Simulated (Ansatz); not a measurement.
# CdS: band gap under strain

Aim: follow the gap of CdS built on the wurtzite prototype through these states: no strain; +1.5 % biaxial strain in x and y, free along z; -0.5 % biaxial strain in x and y, free along z. The table at the end shows which levels were run.

Program: Ansatz 0.2.0. PAW datasets, plane waves. Calculated at 0 K for a non-magnetic cell.

### 1 The cell

The unstrained cell was relaxed with r2SCAN; in each strained cell the atoms were relaxed again with r2SCAN. Names of k-points are those of the unstrained zone, where strain can split equivalent points. First state: no strain.

The symmetry is P6_3mc (No. 186, hexagonal); a = 4.165 Å, c = 6.766 Å in the conventional setting, 25.41 Å³ an atom. Cd has 4 S at 2.54–2.55 Å; S has 4 Cd at 2.54–2.55 Å.

Structure file:

```cif
data_structure
_symmetry_space_group_name_H-M 'P6_3mc'
_symmetry_Int_Tables_number 186
_cell_length_a 4.1646
_cell_length_b 4.1646
_cell_length_c 6.7660
_cell_angle_alpha 90.000
_cell_angle_beta 90.000
_cell_angle_gamma 120.000
_cell_volume 101.63
loop_
_atom_site_label
_atom_site_type_symbol
_atom_site_symmetry_multiplicity
_atom_site_Wyckoff_symbol
_atom_site_fract_x
_atom_site_fract_y
_atom_site_fract_z
_atom_site_occupancy
Cd1 Cd 2 b 0.33333 0.66667 0.99904 1
S1 S 2 b 0.33333 0.66667 0.37596 1
```

### 2 No strain: PBE

Contents of input.yaml:

```yaml
crystal:
  lattice:
    - [4.1646012681, 0.0, 0.0]
    - [-2.0823006341, 3.6066504948, 0.0]
    - [0.0, 0.0, 6.7660105206]
  atoms:
    - { symbol: Cd, position: [0.3333333333, 0.6666666667, -0.0009631153] }
    - { symbol: Cd, position: [0.6666666667, 0.3333333333, 0.4990368847] }
    - { symbol: S, position: [0.3333333333, 0.6666666667, 0.3759631153] }
    - { symbol: S, position: [0.6666666667, 0.3333333333, 0.8759631153] }
kpoints:
  mp_grid: { grid: [12, 12, 4] }
  band_path:
    path:
      - [0.0, 0.0, 0.0]
      - [0.5, 0.0, 0.0]
      - [0.3333333333, 0.3333333333, 0.0]
      - [0.0, 0.0, 0.5]
      - [0.5, 0.0, 0.5]
      - [0.3333333333, 0.3333333333, 0.5]
    npoints: 1
hamiltonian:
  xc: pbe
scf:
  occupations: { method: fermi_dirac, width: 0.02 }
  n_extra_bands: 5
output:
  forces: true
  stress: true
  eigenvalues: true
```

Launch:

```sh
$ ansatz run input.yaml --threads 4 --pin off --max-ram 4608MiB --backend cpu --events-out ev --progress --plain --runs-dir out
```

After this run come: No strain: r2SCAN; No strain: HSE06; +1.5 % biaxial strain in x and y, free along z: PBE; +1.5 % biaxial strain in x and y, free along z: r2SCAN; +1.5 % biaxial strain in x and y, free along z: HSE06; -0.5 % biaxial strain in x and y, free along z: PBE; -0.5 % biaxial strain in x and y, free along z: r2SCAN; -0.5 % biaxial strain in x and y, free along z: HSE06.

**Question.** What will these runs give?

As calculated:

Least gap in eV (negative: overlap), with the change from the unstrained cell in brackets:

```
                                         state  volume change (%)           PBE        r2SCAN         HSE06
                                     no strain               +0.0          1.17          1.63          2.19
+1.5 % biaxial strain in x and y, free along z               +1.6  1.13 (-0.04)  1.59 (-0.04)  2.14 (-0.05)
-0.5 % biaxial strain in x and y, free along z               -0.5  1.17 (+0.00)  1.63 (+0.00)  2.19 (+0.00)
```

In words: With HSE06, of the states in the table +1.5 % biaxial strain in x and y, free along z shifts the gap most, by -0.047 eV. PBE and HSE06 differ by 1.02 eV on the unstrained gap, and by at most 0.01 eV on its change.
